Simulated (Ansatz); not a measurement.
**InP (Fm-3m), zone-centre modes**

Level of theory: DFT PBE, scalar-relativistic, plane waves, PAW (Ansatz). Settings: plane waves to 420 eV, k-mesh 18×18×18 (Γ-centred), Gaussian smearing 0.15 eV. No spin polarisation.

Zero of the scan (relaxed at this level; this rock-salt form isn't the usual structure):

```yaml
crystal:
  lattice:
    - [0.00000, 2.77016, 2.77016]
    - [2.77016, 0.00000, 2.77016]
    - [2.77016, 2.77016, 0.00000]
  atoms:
    - { symbol: In, position: [0.00000, 0.00000, 0.00000] }
    - { symbol: P, position: [0.50000, 0.50000, 0.50000] }
```

Harmonic modes by finite displacements of 0.02 Å, without the LO–TO term.

(1) At this geometry, is the structure stable against these modes?

(2) List the wavenumbers in cm⁻¹.

## Answers

(1) Yes: no mode is imaginary beyond 10 cm⁻¹, and only the three translations lie near zero.

(2) 0, 0, 0, 152, 152, 152.

Cost: 1 run of about 2.1 core-minutes, on Intel Xeon Processor @ 2.50GHz (Skylake/Cascade Lake) (shared hosts).